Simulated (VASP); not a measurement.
**A VASP 6.6.1 single-point calculation on RbBr**

INCAR

```
GGA = PE
NSW = 0
NBANDS = 15
LASPH = .TRUE.
IBRION = -1
SIGMA = 0.02
LCHARG = .FALSE.
LWAVE = .FALSE.
PREC = Accurate
IVDW = 21
NELM = 120
ISMEAR = -1
ENCUT = 520
LREAL = .FALSE.
ISIF = 2
AMIX = 0.2
BMIX = 0.0001
EDIFF = 1E-7
```

KPOINTS

```
KPOINTS created by Atomic Simulation Environment
0
Gamma
6 6 6
0 0 0
```

POSCAR

```
Rb Br
 1.0000000000000000
     0.0000000000000000    3.8694967701000000    4.0927667337000004
     3.8694967701000000    0.0000000000000000    4.0927667337000004
     3.8694967701000000    3.8694967701000000    0.0000000000000000
 Rb  Br
   1   1
Cartesian
  0.0000000000000000  0.0000000000000000  0.0000000000000000
  1.9347483850500000  1.9347483850500000  2.0463833668500002
```

The recommended PBE PAW datasets give the neutral cell 16 valence electrons.

Command

```
mpirun -np 1 vasp_std
```

**Question.** How does this run end, and what does it give?

**Answer.** It converged. Results: gap between bands v and c on the k mesh 3.97 eV; least direct gap on the k mesh 4.05 eV; pressure -0.3 GPa. Band v is the last that the valence electrons fill when counted band by band, and c is the next.

OSZICAR

```
N       E                     dE             d eps       ncg     rms          rms(c)
DAV:   1     0.909910379192E+02    0.90991E+02   -0.58295E+03   900   0.850E+02
DAV:   2     0.225829850839E+01   -0.88733E+02   -0.81750E+02  1252   0.153E+02
DAV:   3    -0.606560519614E+01   -0.83239E+01   -0.82932E+01  1208   0.503E+01
DAV:   4    -0.634152108609E+01   -0.27592E+00   -0.27586E+00  1437   0.865E+00
DAV:   5    -0.634342489762E+01   -0.19038E-02   -0.19038E-02  1208   0.784E-01    0.267E+00
DAV:   6    -0.603897341747E+01    0.30445E+00   -0.24211E-01  1194   0.191E+00    0.207E+00
DAV:   7    -0.590863304918E+01    0.13034E+00   -0.52839E-01  1187   0.276E+00    0.146E+00
DAV:   8    -0.592673103740E+01   -0.18098E-01   -0.47251E-02   974   0.109E+00    0.248E-01
DAV:   9    -0.592460333911E+01    0.21277E-02   -0.10459E-02  1040   0.455E-01    0.104E-01
DAV:  10    -0.592477947308E+01   -0.17613E-03   -0.10297E-03  1222   0.147E-01    0.573E-02
DAV:  11    -0.592477270016E+01    0.67729E-05   -0.32567E-04   921   0.889E-02    0.114E-02
DAV:  12    -0.592477179754E+01    0.90263E-06   -0.12108E-05  1264   0.200E-02    0.548E-03
DAV:  13    -0.592477216277E+01   -0.36524E-06   -0.61843E-07   963   0.524E-03    0.293E-03
DAV:  14    -0.592477227179E+01   -0.10901E-06   -0.15641E-07   940   0.270E-03    0.661E-04
DAV:  15    -0.592477231124E+01   -0.39453E-07   -0.19297E-08   975   0.730E-04
   1 F= -.61729789E+01 E0= -.61729789E+01  d E =-.170265E-10
```

Standard output (part)

```
POSCAR found type information on POSCAR RbBr
 POSCAR found :  2 types and       2 ions
 LDA part: xc-table for (Slater+PW92), standard interpolation
 POSCAR, INCAR and KPOINTS ok, starting setup
 WAVECAR not read
 entering main loop
 augmentation electrons   16.2274831998733
 total        electrons   16.2274831998733
 augmentation electrons   187.196592834153
 total        electrons   187.196592834153
 augmentation electrons  -1.28509318562008
 soft         electrons   17.5125765337589
 total        electrons   16.2274833481389
 Hirshfeld-I algorithm:
 translations:           2           2           2
 H-I iteration:           1
 atom:           1   1.01005861050559      -4.766247592673967E-002
 atom:           2  -1.01005861050559       4.766247592673967E-002
 H-I iteration:           2
 atom:           1   1.00055997713811      -9.498633367480025E-003
 atom:           2  -1.00055997713811       9.498633367480025E-003
 H-I iteration:           3
 atom:           1  0.998667344970553      -1.892632167555086E-003
 atom:           2 -0.998667344970553       1.892632167555086E-003
 H-I iteration:           4
 atom:           1  0.997475212117234      -1.192132853318206E-003
 atom:           2 -0.997475212117234       1.192132853318206E-003
 H-I iteration:           5
 atom:           1  0.996510399669838      -9.648124473964348E-004
 atom:           2 -0.996510399669838       9.648124473964348E-004
 H-I iteration:           6
...
```

For comparison, a separate PBE run of the intended cell, on usual settings and not on those above, gives a gap of 3.97 eV on its mesh and a pressure of -0.3 GPa.
